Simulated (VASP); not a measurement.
LiCl:

```xyz
2
Lattice="0.0000 2.5648 2.5648 2.5648 0.0000 2.5648 2.5648 2.5648 0.0000" Properties=species:S:1:pos:R:3 pbc="T T T"
Li    0.0000    0.0000    0.0000
Cl    2.5648    2.5648    2.5648
```

* Program: VASP 6.6.1
* Task: relaxation of cell and atoms
* Functional: PBE
* Dispersion: D3(BJ)
* Potentials or basis: VASP PAW PBE potentials, release 64 (Li_sv, Cl)
* Cutoff: 600 eV
* k mesh: 10 × 10 × 10
* Occupations: gaussian, width 0.03 eV
* Spin: no spin polarisation

At the start: pressure -1.9 GPa; volume 16.87 Å³/atom.

Task: Where does the relaxation end?

Result: Over 4 steps the energy falls by 6.0 meV/atom and the volume is 15.91 Å³/atom (-5.7 %); space group Fm-3m (No. 225, to 0.05 Å).

Step by step:
| step | energy change (eV) | largest force (eV/Å) | pressure (GPa) | volume (Å³) |
| --- | --- | --- | --- | --- |
| 1 | 0.0000 | 0.0000 | -1.91 | 33.74 |
| 2 | -0.0090 | 0.0000 | -1.02 | 32.77 |
| 3 | -0.0121 | 0.0000 | -0.12 | 31.93 |
| 4 | -0.0121 | 0.0000 | 0.01 | 31.83 |

Final structure:
```
Li Cl
1.0
     0.00000    2.51526    2.51526
     2.51526    0.00000    2.51526
     2.51526    2.51526    0.00000
Li Cl
1 1
Direct
  0.00000 0.00000 0.00000
  0.50000 0.50000 0.50000
```

Caveat: the cutoff is under 1.25 times the usual one of these potentials, so pressure, stress and relaxed cells hold a basis-set (Pulay) error.
